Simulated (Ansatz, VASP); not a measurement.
# Ir: VASP beside Ansatz

```
Ir
1.0
     0.00000    1.90682    1.90682
     1.90682    0.00000    1.90682
     1.90682    1.90682    0.00000
Ir
1
Direct
  0.00000 0.00000 0.00000
```

Change from the starting cell: volume scaled by 0.98.

Alike in both runs: task single point; functional PBEsol; k mesh 18 × 18 × 18; occupations fermi-dirac, width 0.05 eV; no spin polarisation.

|  | VASP | Ansatz |
| --- | --- | --- |
| version | VASP 6.6.1 | Ansatz 0.2.0 |
| potentials or method | VASP PAW PBE potentials, release 64 (Ir), cutoff 520 eV | all-electron LAPW, scalar-relativistic |

Ansatz gave:

| Property | Result |
| --- | --- |
| pressure (GPa) | 5.2 |

Task: Estimate VASP's values.

Result: Pressure (GPa): 6.4.

Ansatz ran all-electron here, so the differences hold the error of VASP's frozen core and of both bases.

Caveats: the PAW data sets were made with another functional, which shifts forces and pressure a little (VASP). The runs have no spin-orbit coupling, so splittings on Ir are missing.
